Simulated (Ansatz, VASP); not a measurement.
One calculation of Fe, two programs

```
CELL_PARAMETERS angstrom
-1.37621 1.37621 1.37621
1.37621 -1.37621 1.37621
1.37621 1.37621 -1.37621
ATOMIC_POSITIONS crystal
Fe 0.00000 0.00000 0.00000
```

Alike in both runs: task relaxation of cell and atoms; functional LDA; k mesh 22 × 22 × 22; occupations gaussian, width 0.1 eV; collinear spin.

```csv
,VASP,Ansatz
version,VASP 6.6.1,Ansatz 0.2.0
potentials or method,"VASP PAW LDA potentials, release 64 (Fe)","scalar-relativistic, plane waves, PAW"
plane-wave cutoff (eV),600,420
valence electrons in the cell,8,16
```

|  | VASP | Ansatz | Ansatz less VASP |
| --- | --- | --- | --- |
| gap on the k mesh at the Fermi level, each at its own relaxed structure (eV) | none | none | - |
| net moment per atom (μB) | 1.94 | 1.99 | +0.051 |
| size of the moment on the site where the two differ most (μB) | 1.91 | 1.99 | +0.084 |
| relaxed volume (Å³/atom) | 10.36 | 10.41 | +0.049 |
| relaxed cell length with the largest relative difference (Å) | 2.378 | 2.382 | +0.0037 |

Site moments also hang on the region over which each program counts them. A gap of «none» marks a metal or a gap that the smearing closes. The two sets of potentials don't hold the same shells in valence.
